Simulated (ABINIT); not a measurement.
CuO (Tenorite), 4 atoms in the cell. It takes space group Cc (No. 9, monoclinic). The conventional cell has a = 4.689 Å, b = 3.427 Å, c = 5.132 Å, α = 90.00°, β = 99.65°, γ = 90.00°. Around Cu (site symmetry 1) lie 4 O at 1.91 to 2.02 Å. O (site symmetry 1) is surrounded by 4 Cu at 1.91 to 2.02 Å. 

* Program: ABINIT 10.8.3 (patched build)
* Task: single point
* Functional: LDA
* Potentials or basis: PseudoDojo NC SR LDA v0.4.1 standard
* Cutoff: 1252 eV
* k mesh: 8 × 8 × 4
* Occupations: fermi-dirac, width 0.05 eV
* Spin: no spin polarisation

Potentials or basis: PseudoDojo NC SR LDA v0.4.1 standard.

Command:

```bash
$ mpirun --bind-to none -np 4 abinit run.abi > log 2>&1
```

Hardware: 4 MPI ranks on Arm Neoverse V2, with other jobs on the host.

Task: How long does it take, and how much memory?

Result: It took 110 s on 4 MPI ranks on Arm Neoverse V2, with other jobs on the host, peak memory 0.4 GiB a rank. Counts: scf iterations 13, mpi ranks 4, k points 78, bands 30, plane waves 4107.
